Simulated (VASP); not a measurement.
# CdSe (Cadmoselite) (P6_3mc) in VASP: a series of runs

The runs below take CdSe (Cadmoselite) through relaxation of shape and atoms at fixed volume, with PBE.

Program: VASP 6.6.1. These are calculated values, not measurements. Logs are shortened: lines on timing, memory, paths and dates and some standing lists are left out, and cuts for length are marked.

**The experiment to reproduce.**

From a printed reference work, data compilation, for a bulk crystal of CdSe at 2 K: band gap 1.841 eV.

The runs below are set against these values where they give the same quantity.

### 1 The structure

Symmetry: P6_3mc, No. 186, hexagonal system. Conventional cell: a = 4.390 Å, b = 4.390 Å, c = 7.165 Å, α = 90.00°, β = 90.00°, γ = 120.00°. Cd (site symmetry 3m) has 4 Se at 2.69 Å as nearest neighbours. Se (site symmetry 3m) has 4 Cd at 2.69 Å as nearest neighbours.

### 2 Relaxation of shape and atoms at fixed volume, PBE (a relaxed cell with its volume scaled by 0.98)

File INCAR:

```
SYSTEM = CdSe
ALGO = Normal ; EDIFF = 1E-7
EDIFFG = -0.01 ; ENCUT = 600
GGA = PE ; IBRION = 2
ISIF = 4 ; ISMEAR = 0
LASPH = .TRUE. ; LCHARG = .FALSE.
LREAL = .FALSE. ; LWAVE = .FALSE.
NELM = 80 ; NSW = 40
PREC = Accurate ; SIGMA = 0.03
```

File KPOINTS:

```
k-points
0
G
  9 9 4
  0 0 0
```

File POSCAR:

```
CdSe                                    
1.0
    4.3604623862     -0.0000000000      0.0000000000
   -2.1802311931      3.7762711987      0.0000000000
    0.0000000000      0.0000000000      7.1164951818
  Cd              Se            
     2     2
Direct
     0.3333333332999970    0.6666666667000030    0.0045799279776138
     0.6666666667000030    0.3333333332999970    0.5045799279776138
     0.3333333332999970    0.6666666667000030    0.3804200720223842
     0.6666666667000030    0.3333333332999970    0.8804200720223843
```

Potentials or basis: VASP PAW PBE potentials, release 64 (Cd, Se).

Launch:

```
$ cat potpaw_PBE.64/Cd/POTCAR potpaw_PBE.64/Se/POTCAR > POTCAR
$ mpirun -np 1 vasp_std > vasp.out
```

OUTCAR:

```text
SYSTEM = CdSe
   EDIFF = 1E-7
   EDIFFG = -0.01
   ENCUT = 600
   GGA = PE
   IBRION = 2
   ISIF = 4
   ISMEAR = 0
   LASPH = .TRUE.
   LREAL = .FALSE.
   NELM = 80
   NSW = 40
   PREC = Accurate

 ion  position               nearest neighbor table
   1  0.333  0.667  0.005-   4 2.67   4 2.67   4 2.67   3 2.67
   2  0.667  0.333  0.505-   3 2.67   3 2.67   3 2.67   4 2.67
   3  0.333  0.667  0.380-   2 2.67   2 2.67   2 2.67   1 2.67
   4  0.667  0.333  0.880-   1 2.67   1 2.67   1 2.67   2 2.67

  LATTYP: Found a hexagonal cell.
 ALAT       =     4.3604623862
 C/A-ratio  =     1.6320505835

  Lattice vectors:

 A1 = (   4.3604623862,   0.0000000000,   0.0000000000)
 A2 = (  -2.1802311931,   3.7762711987,   0.0000000000)
 A3 = (   0.0000000000,   0.0000000000,   7.1164951818)

Analysis of symmetry for initial positions (statically):
=====================================================================
 Subroutine PRICEL returns:
 Original cell was already a primitive cell.

 Routine SETGRP: Setting up the symmetry group for a
 hexagonal supercell.

 Subroutine GETGRP returns: Found 12 space group operations
 (whereof  6 operations were pure point group operations)
 out of a pool of 24 trial point group operations.

The static configuration has the point symmetry C_3v.
 The point group associated with its full space group is C_6v.

Analysis of symmetry for dynamics (positions and initial velocities):
=====================================================================
 Subroutine PRICEL returns:
 Original cell was already a primitive cell.

 Routine SETGRP: Setting up the symmetry group for a
 hexagonal supercell.

 Subroutine GETGRP returns: Found 12 space group operations
 (whereof  6 operations were pure point group operations)
 out of a pool of 24 trial point group operations.

The dynamic configuration has the point symmetry C_3v.
 The point group associated with its full space group is C_6v.

 Subroutine INISYM returns: Found 12 space group operations
 (whereof  6 operations are pure point group operations),
 and found     1 'primitive' translations

----------------------------------------------------------------------------------------

                                     Primitive cell

  volume of cell :     117.1823

  direct lattice vectors                    reciprocal lattice vectors
     4.360462386  0.000000000  0.000000000     0.229333477  0.132405745  0.000000000
    -2.180231193  3.776271199  0.000000000     0.000000000  0.264811489  0.000000000
     0.000000000  0.000000000  7.116495182     0.000000000  0.000000000  0.140518608

  length of vectors
     4.360462386  4.360462386  7.116495182     0.264811489  0.264811489  0.140518608

  position of ions in fractional coordinates (direct lattice)
     0.333333333  0.666666667  0.004579928
     0.666666667  0.333333333  0.504579928
     0.333333333  0.666666667  0.380420072
     0.666666667  0.333333333  0.880420072

  ion indices of the primitive-cell ions
   primitive index   ion index
                 1           1
                 2           2
                 3           3
                 4           4

----------------------------------------------------------------------------------------

 KPOINTS: k-points

Automatic generation of k-mesh.
 Grid dimensions read from file:
 generate k-points for:    9    9    4

 Generating k-lattice:

  Cartesian coordinates                     Fractional coordinates (reciprocal lattice)
     0.025481497  0.014711749  0.000000000     0.111111111  0.000000000  0.000000000
     0.000000000  0.029423499  0.000000000     0.000000000  0.111111111  0.000000000
     0.000000000  0.000000000  0.035129652     0.000000000  0.000000000  0.250000000

  Length of vectors
     0.029423499  0.029423499  0.035129652

  Shift w.r.t. Gamma in fractional coordinates (k-lattice)
     0.000000000  0.000000000  0.000000000

 Subroutine IBZKPT returns following result:
 ===========================================

 Found     36 irreducible k-points:

 Following reciprocal coordinates:
            Coordinates               Weight
  0.000000  0.000000  0.000000      1.000000
  0.111111 -0.000000  0.000000      6.000000
  0.222222 -0.000000  0.000000      6.000000
  0.333333 -0.000000  0.000000      6.000000
  0.444444 -0.000000  0.000000      6.000000
  0.111111  0.111111  0.000000      6.000000
[... 16 lines left out ...]
  0.333333  0.222222  0.250000     24.000000
  0.333333  0.333333  0.250000      4.000000
 [... further k-points ...]
   k-points           NKPTS =     36   k-points in BZ     NKDIM =     36   number of bands    NBANDS=     22
   number of dos      NEDOS =    301   number of ions     NIONS =      4
   total plane-waves  NPLWV =  77760
   dimension x,y,z NGX =    36 NGY =   36 NGZ =   60
   dimension x,y,z NGXF=    72 NGYF=   72 NGZF=  120
   ions per type =               2   2
   NGX,Y,Z   is equivalent  to a cutoff of  13.73, 13.73, 14.02 a.u.
   NGXF,Y,Z  is equivalent  to a cutoff of  27.45, 27.45, 28.03 a.u.
 SYSTEM =  CdSe
   PREC   = accura    normal or accurate (medium, high low for compatibility)
   ISTART =      0    job   : 0-new  1-cont  2-samecut
   ICHARG =      2    charge: 1-file 2-atom 10-const
   ISPIN  =      1    spin polarized calculation?
   LNONCOLLINEAR =      F non collinear calculations
   LSORBIT =      F    spin-orbit coupling
   LASPH  =      T    aspherical Exc in radial PAW
   ENCUT  =  600.0 eV  44.10 Ry    6.64 a.u.   8.71  8.71 14.21*2*pi/ulx,y,z
   NELM   =     80;   NELMIN=  2; NELMDL= -5     # of ELM steps
   EDIFF  = 0.1E-06   stopping-criterion for ELM
   LREAL  =      F    real-space projection
   EDIFFG = -.1E-01   stopping-criterion for IOM
   NSW    =     40    number of steps for IOM
   IBRION =      2    ionic relax: 0-MD 1-quasi-New 2-CG
   NFREE  =      1    steps in history (QN), initial steepest desc. (CG)
   ISIF   =      4    stress and relaxation
   ISYM   =      2    0-nonsym 1-usesym 2-fastsym
   POTIM  = 0.5000    time-step for ionic-motion
   TEBEG  =    0.0;   TEEND  =   0.0 temperature during run
   PSTRESS=    0.0 pullay stress
   NELECT =      36.0000    total number of electrons
   NUPDOWN=      -1.0000    fix difference up-down
   EMIN   =  10.00;   EMAX   =-10.00  energy-range for DOS
   EFERMI =   0.00;   METHOD = LEGACY
   ISMEAR =     0;   SIGMA  =   0.03  broadening in eV -4-tet -1-fermi 0-gaus
   EFERMI_NEDOS =   21; number of points for ismear=-14 and -15
   IALGO  =     38    algorithm
   IMIX   =      4    mixing-type and parameters
     AMIX     =   0.40;   BMIX     =  1.00
     AMIX_MAG =   1.60;   BMIX_MAG =  1.00
  volume/ion in A,a.u.               =      29.30       197.70
  Fermi-wavevector in a.u.,A,eV,Ry     =   1.104642  2.087471 16.602302  1.220235
  Thomas-Fermi vector in A             =   2.241118
   LORBIT       =      0    0 simple, 1 ext, 2 COOP (PROOUT), +10 PAW based schemes
   GGA     = PE    functional components
   LHFCALC =     F    Hartree Fock is set to
   AEXX    =    0.0000 exact exchange contribution
   IVDW    =     0    specifies the selected vdW correction
   LEPSILON=     F    determine dielectric tensor
   LRPA    =     F    only Hartree local field effects (RPA)
 conjugate gradient relaxation of ions
 non-spin polarized calculation
 Gauss-broadening in eV      SIGMA  =   0.03
  energy-cutoff  :      600.00
  volume of cell :      117.18
 maximum number of plane-waves:      3935
 NGX is ok and might be reduce to    36
   NGX = 17   NGY = 17   NGZ = 29

 number of electron      36.0000003 magnetization

 Free energy of the ion-electron system (eV)
  ---------------------------------------------------
  ext. energy  EPLUGINS =         0.00000000
  ---------------------------------------------------
  free energy    TOTEN  =       -10.98720614 eV

  energy without entropy =      -10.98720614  energy(sigma->0) =      -10.98720614

 E-fermi :   0.7603     XC(G=0):  -8.6959

 val. band max:        0.6313305023   @ k =   0.0000   0.0000   0.0000
 cond. band min:       1.2076374403   @ k =   0.0000   0.0000   0.0000
 fundamental gap:      0.5763069380
 Fermi energy:         0.7602924088

 k-point     1 :       0.0000    0.0000    0.0000
  band No.  band energies     occupation
      1     -11.7490      2.00000
      2     -11.4070      2.00000
      3      -7.1692      2.00000
      4      -7.1641      2.00000
      5      -7.1641      2.00000
      6      -7.1038      2.00000
[... 14 lines left out ...]
     21       6.4875      0.00000
     22       6.4875      0.00000

 k-point     2 :       0.1111   -0.0000    0.0000
  band No.  band energies     occupation
      1     -11.7142      2.00000
      2     -11.3910      2.00000
      3      -7.1590      2.00000
      4      -7.1518      2.00000
      5      -7.1360      2.00000
      6      -7.0885      2.00000
[... 14 lines left out ...]
     21       6.1122      0.00000
     22       6.6650      0.00000

 k-point     3 :       0.2222   -0.0000    0.0000
  band No.  band energies     occupation
      1     -11.6230      2.00000
      2     -11.3529      2.00000
      3      -7.1319      2.00000
      4      -7.1234      2.00000
      5      -7.0625      2.00000
      6      -7.0441      2.00000
[... 14 lines left out ...]
     21       5.7686      0.00000
     22       6.6137      0.00000
[... 476 lines left out ...]
 k-point    23 :       0.3333    0.2222    0.2500
  band No.  band energies     occupation
      1     -11.3679      2.00000
      2     -11.3146      2.00000
      3      -7.0835      2.00000
      4      -7.0485      2.00000
      5      -7.0026      2.00000
      6      -6.9778      2.00000
[... 14 lines left out ...]
     21       5.6516      0.00000
     22       6.2296      0.00000

 k-point    24 :       0.3333    0.3333    0.2500
  band No.  band energies     occupation
      1     -11.3286      2.00000
      2     -11.3286      2.00000
      3      -7.0859      2.00000
      4      -7.0171      2.00000
      5      -7.0171      2.00000
      6      -6.9728      2.00000
[... 14 lines left out ...]
     21       5.3887      0.00000
     22       6.9754      0.00000

 [... further k-points ...]

------------------------ aborting loop because EDIFF is reached ----------------------------------------

  FORCE on cell =-STRESS in cart. coord.  units (eV):
  Direction    XX          YY          ZZ          XY          YZ          ZX
  --------------------------------------------------------------------------------------
  -------------------------------------------------------------------------------------
  Total        0.6923817      0.6923817      0.6932224      0.0000000      0.0000000      0.0000000
  in kB        9.4666053      9.4666053      9.4781001      0.0000000      0.0000000      0.0000000
  external PRESSURE =       9.4704369 kB  Pullay stress =       0.0000000 kB

 VOLUME and BASIS-vectors are now :
 -----------------------------------------------------------------------------
  energy-cutoff  :      600.00
  volume of cell :      117.18
      direct lattice vectors                 reciprocal lattice vectors
     4.360462386  0.000000000  0.000000000     0.229333477  0.132405745  0.000000000
    -2.180231193  3.776271199  0.000000000     0.000000000  0.264811489  0.000000000
     0.000000000  0.000000000  7.116495182     0.000000000  0.000000000  0.140518608

 POSITION                                       TOTAL-FORCE (eV/Angst)
 -----------------------------------------------------------------------------------
     -0.00000      2.51751      0.03259        -0.000000      0.000000      0.004040
      2.18023      1.25876      3.59084         0.000000     -0.000000      0.004040
     -0.00000      2.51751      2.70726         0.000000      0.000000     -0.004040
      2.18023      1.25876      6.26551        -0.000000      0.000000     -0.004040
 -----------------------------------------------------------------------------------
    total drift:                               -0.000000     -0.000000     -0.000511

  FREE ENERGIE OF THE ION-ELECTRON SYSTEM (eV)
  ---------------------------------------------------
  free  energy   TOTEN  =       -10.9872061395 eV

  energy  without entropy=      -10.9872061395  energy(sigma->0) =      -10.98720614

 reached required accuracy - stopping structural energy minimisation
```

Run time: 80 s. Hardware: 1 thread of Intel Xeon Platinum 8488C (Sapphire Rapids), shared host; peak memory 0.32 GiB.

Results:

```
Free energy                  : -10.9872 eV
Pressure after relaxing      : 0.9 GPa
Largest force after relaxing : 0.004 eV/Å
Band gap on the k mesh       : 0.58 eV, direct
```

Forces in eV/Å, atoms in the order of the input:
```
Cd   0.000  0.000  0.004
Cd   0.000  0.000  0.004
Se   0.000  0.000 -0.004
Se   0.000  0.000 -0.004
```

Final structure:
```
CELL_PARAMETERS angstrom
4.36046 0.00000 0.00000
-2.18023 3.77627 0.00000
0.00000 0.00000 7.11650
ATOMIC_POSITIONS crystal
Cd 0.33333 0.66667 0.00458
Cd 0.66667 0.33333 0.50458
Se 0.33333 0.66667 0.38042
Se 0.66667 0.33333 0.88042
```

Caveat: the relaxation stopped at its first step, so nothing moved.

### 3 Relaxation of shape and atoms at fixed volume, PBE

INCAR is that of step 2.

KPOINTS is that of step 2.

Edit POSCAR of step 2 so:

```diff
@@ -2,5 +2,5 @@
 1.0
-    4.3604623862     -0.0000000000      0.0000000000
-   -2.1802311931      3.7762711987      0.0000000000
-    0.0000000000      0.0000000000      7.1164951818
+    4.3899258636     -0.0000000000      0.0000000000
+   -2.1949629319      3.8017873187      0.0000000000
+    0.0000000000      0.0000000000      7.1645810673
   Cd              Se
```

Potentials or basis: VASP PAW PBE potentials, release 64 (Cd, Se).

Launch:

```
$ cat potpaw_PBE.64/Cd/POTCAR potpaw_PBE.64/Se/POTCAR > POTCAR
$ mpirun -np 1 vasp_std > vasp.out
```

It took 82 s on 1 thread of Intel Xeon Platinum 8488C (Sapphire Rapids), shared host; peak memory 0.32 GiB.

The run converged. Its results:

```
Free energy             : -10.9948 eV
Pressure after relaxing : 0.0 GPa
Band gap on the k mesh  : 0.53 eV, direct
```

Forces on the atoms (eV/Å):
```
Cd   0.000  0.000  0.002
Cd   0.000  0.000  0.002
Se   0.000  0.000 -0.002
Se   0.000  0.000 -0.002
```

Final structure:
```cif
data_structure
_symmetry_space_group_name_H-M 'P 1'
_symmetry_Int_Tables_number 1
_cell_length_a 4.3899
_cell_length_b 4.3899
_cell_length_c 7.1646
_cell_angle_alpha 90.000
_cell_angle_beta 90.000
_cell_angle_gamma 120.000
_cell_volume 119.57
loop_
_atom_site_label
_atom_site_type_symbol
_atom_site_fract_x
_atom_site_fract_y
_atom_site_fract_z
_atom_site_occupancy
Cd1 Cd 0.33333 0.66667 0.00458 1
Cd2 Cd 0.66667 0.33333 0.50458 1
Se1 Se 0.33333 0.66667 0.38042 1
Se2 Se 0.66667 0.33333 0.88042 1
```

Levels at points of the mesh, in eV from the valence-band top:
```
           k point  band 15  band 16  band 17  band 18  band 19  band 20  band 21  band 22
(0.00, 0.00, 0.00)    -0.68    -0.04     0.00     0.00     0.53     2.14     5.85     5.85
(0.00, 0.00, 0.50)    -0.36    -0.36    -0.36    -0.36     2.25     2.25     5.76     5.76
```

Caveat: the relaxation stopped at its first step, so nothing moved.

### 4 Comparison with measurements

Step 3. Measured gap of CdSe: 1.841 eV (2 K; a printed reference work, data compilation). This calculation gives 0.53 eV (-1.31 eV). So large a miss can be the level of theory's own, or it may mean another phase, state or a wrong row. Spin-orbit coupling on Cd, Se is left out. The value is that of PBE, without temperature or zero-point motion. Semilocal functionals fall short of measured gaps as a rule.
